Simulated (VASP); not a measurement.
# MgB2 (P6/mmm) in VASP: notebook, part 3 of 3

VASP 6.6.1. The steps go on from the part before.

### 6 Phonons, LDA

Contents of POSCAR:

```
MgB2
1.0
    3.0850000000      0.0000000000      0.0000000000
   -1.5425000000      2.6716883707      0.0000000000
    0.0000000000      0.0000000000      3.5230000000
Mg B
1 2
Direct
    0.0000000000      0.0000000000      0.0000000000
    0.6666666667      0.3333333333      0.5000000000
    0.3333333333      0.6666666667      0.5000000000
```

Contents of INCAR.step1:

```
SYSTEM = MgB2
PREC = Accurate
ENCUT = 600
EDIFF = 1E-8
ISMEAR = 0
SIGMA = 0.02
LREAL = .FALSE.
LASPH = .TRUE.
NELM = 80
ALGO = Fast
ISIF = 3
LWAVE = .FALSE.
LCHARG = .FALSE.
GGA = CA
IBRION = 2
NSW = 40
EDIFFG = -0.002
```

Contents of INCAR.step2:

```
SYSTEM = MgB2
PREC = Accurate
ENCUT = 600
EDIFF = 1E-8
ISMEAR = 0
SIGMA = 0.02
LREAL = .FALSE.
LASPH = .TRUE.
NELM = 80
ALGO = Fast
ISIF = 2
LWAVE = .FALSE.
LCHARG = .FALSE.
GGA = CA
IBRION = 8
NSW = 1
```

Contents of KPOINTS:

```
Automatic mesh
0
G
  7 7 6
  0 0 0
```

Potentials or basis: VASP PAW LDA potentials, release 64 (Mg, B).

The run is started by

```console
> cat potpaw_LDA.64/Mg/POTCAR potpaw_LDA.64/B/POTCAR > POTCAR
> cp INCAR.step1 INCAR
> mpirun -np 1 vasp_std > vasp.out
> cp CONTCAR POSCAR
> cp INCAR.step2 INCAR
> mpirun -np 1 vasp_std > vasp.out
```

OUTCAR:

```text
SYSTEM = MgB2
   PREC = Accurate
   ENCUT = 600
   EDIFF = 1E-8
   ISMEAR = 0
   LREAL = .FALSE.
   LASPH = .TRUE.
   NELM = 80
   ISIF = 2
   GGA = CA
   IBRION = 8
   NSW = 1

 ion  position               nearest neighbor table
   1  0.000  0.000  0.000-   2 2.46   3 2.46   2 2.46   3 2.46   2 2.46   2 2.46   3 2.46   3 2.46
                             2 2.46   2 2.46   3 2.46   3 2.46
[... 553 lines left out ...]
  3X     2.515028    0.000000    0.000000   10.874542    0.000000    0.000000  -13.389570    0.000000    0.000000
  3Y     0.000000    2.515028    0.000000    0.000000   10.874542    0.000000   -0.000000  -13.389570    0.000000
  3Z     0.000000    0.000000    3.828306    0.000000    0.000000    7.723031    0.000000   -0.000000  -11.551338

 Eigenvectors and eigenvalues of the dynamical matrix
 ----------------------------------------------------

   1 f  =   23.420707 THz   147.156641 2PiTHz  781.230688 cm-1    96.860217 meV
             X         Y         Z           dx          dy          dz
      0.000000  0.000000  0.000000    -0.000000    0.000000   -0.000000
      1.513195  0.873643  1.732963    -0.000002    0.707107   -0.000000
     -0.000000  1.747287  1.732963     0.000002   -0.707107   -0.000000
[... 43 lines left out ...]
   9 f/i=    0.005291 THz     0.033244 2PiTHz    0.176487 cm-1     0.021882 meV
             X         Y         Z           dx          dy          dz
      0.000000  0.000000  0.000000     0.472455   -0.552708   -0.000000
      1.513195  0.873643  1.732963     0.315420   -0.368999   -0.000000
     -0.000000  1.747287  1.732963     0.315420   -0.368999   -0.000000

--------------------------------------------------------------------------------------------------------

 ELASTIC MODULI CONTR FROM IONIC RELAXATION (kBar)
 Direction    XX          YY          ZZ          XY          YZ          ZX
 --------------------------------------------------------------------------------
 XX          -5.8633      5.8633      0.0000     -0.0000      0.0000      0.0000
 YY           5.8633     -5.8633     -0.0000      0.0000      0.0000      0.0000
 ZZ           0.0000     -0.0000     -0.0000      0.0000      0.0000      0.0000
 XY          -0.0000      0.0000      0.0000     -5.8633      0.0000      0.0000
 YZ           0.0000      0.0000      0.0000      0.0000      0.0000      0.0000
 ZX           0.0000      0.0000      0.0000      0.0000      0.0000      0.0000
 --------------------------------------------------------------------------------
```

OUTCAR.step1:

```text
SYSTEM = MgB2
   PREC = Accurate
   ENCUT = 600
   EDIFF = 1E-8
   ISMEAR = 0
   LREAL = .FALSE.
   LASPH = .TRUE.
   NELM = 80
[... 752 lines left out ...]
  -------------------------------------------------------------------------------------
  Total       -0.0001457     -0.0001457      0.0001246      0.0000000      0.0000000     -0.0000000
  in kB       -0.0084884     -0.0084884      0.0072637      0.0000000      0.0000000     -0.0000000
  external PRESSURE =      -0.0032377 kB  Pullay stress =       0.0000000 kB
[... 18 lines left out ...]
  FREE ENERGIE OF THE ION-ELECTRON SYSTEM (eV)
  ---------------------------------------------------
  free  energy   TOTEN  =       -17.2947186268 eV

  energy  without entropy=      -17.2947173784  energy(sigma->0) =      -17.29471800

 reached required accuracy - stopping structural energy minimisation
```

OSZICAR.step1:

```text
N       E                     dE             d eps       ncg     rms          rms(c)
DAV:   1     0.696306349103E+01    0.69631E+01   -0.42354E+03   528   0.941E+02
DAV:   2    -0.186195392299E+02   -0.25583E+02   -0.24433E+02   744   0.116E+02
DAV:   3    -0.190863012906E+02   -0.46676E+00   -0.46676E+00   672   0.177E+01
DAV:   4    -0.190886702759E+02   -0.23690E-02   -0.23690E-02   800   0.809E-01
[... 61 lines left out ...]
       N       E                     dE             d eps       ncg     rms          rms(c)
DAV:   1    -0.172947190920E+02   -0.46081E-05   -0.38996E-05   584   0.773E-02    0.366E-03
RMM:   2    -0.172947187385E+02    0.35355E-06   -0.36321E-07   512   0.501E-03    0.194E-03
RMM:   3    -0.172947186312E+02    0.10733E-06   -0.23427E-07   512   0.335E-03    0.330E-04
RMM:   4    -0.172947186268E+02    0.43294E-08   -0.11852E-08   347   0.107E-03
   8 F= -.17294719E+02 E0= -.17294718E+02  d E =-.219893E-04
```

Run time: 1.8 min. Hardware: 1 thread of AMD EPYC 7R43 (Zen 3), shared host; peak memory 0.18 GiB.

Results:

```yaml
Relaxed_volume: 9.16 Å³/atom
Relaxed_cell: a = 3.026 Å, b = 3.026 Å, c = 3.466 Å, α = 90.00°, β = 90.00°, γ = 120.00°
Space_group_after_relaxing_to_0.05_Å: P6/mmm (No. 191)
Highest_phonon_frequency_at_Γ_LO-TO_splitting_left_out: 781 cm⁻¹
```

Step by step:
```tsv
step	energy change (eV)	largest force (eV/Å)	pressure (GPa)	volume (Å³)
1	0.0000	0.0000	-8.36	29.04
2	-0.0343	0.0000	3.81	26.96
3	-0.0423	0.0000	-0.17	27.56
4	-0.0423	0.0000	-0.35	27.59
5	-0.0429	0.0000	-0.21	27.53
6	-0.0430	0.0000	-0.21	27.52
7	-0.0430	0.0000	0.09	27.48
8	-0.0430	0.0000	0.00	27.49
```

Final structure:
```yaml
crystal:
  lattice:
    - [3.02639, 0.00000, 0.00000]
    - [-1.51319, 2.62093, 0.00000]
    - [0.00000, 0.00000, 3.46593]
  atoms:
    - { symbol: Mg, position: [0.00000, 0.00000, 0.00000] }
    - { symbol: B, position: [0.66667, 0.33333, 0.50000] }
    - { symbol: B, position: [0.33333, 0.66667, 0.50000] }
```

Phonon frequencies in cm⁻¹ (negative: imaginary):
| q point | frequencies |
| --- | --- |
| (0.000, 0.000, 0.000) | 0 0 0 346 346 427 696 781 781 |

### 7 Summary

```tsv
task	cell	k mesh	cutoff (eV)	k mesh for the DOS	occupations for the DOS	gap on the mesh (eV)	pressure (GPa)
optical spectrum	as given	10 × 10 × 8	520	-	-	none	-8.0
density of states	as given	10 × 10 × 8	520	15 × 15 × 12	tetrahedron	-	-
electric field gradients	as given	10 × 10 × 8	520	-	-	none	-8.0
core levels	as given	10 × 10 × 8	520	-	-	none	-8.0
phonons	relaxed	7 × 7 × 6	600	-	-	-	-
```

Alike in all rows: level LDA; potentials or basis VASP PAW LDA potentials, release 64 (Mg, B); no spin polarisation; smearing gaussian 0.02 eV.

Every run on the cell as given and a fine mesh finds a metal.

Caveats: spectra need much finer meshes, so this one isn't converged (some runs); independent-particle spectra lack excitons (some runs); the intraband (Drude) part of a metal's response may be missing (some runs).

Absolute energies hang on the potentials; compare differences alone.
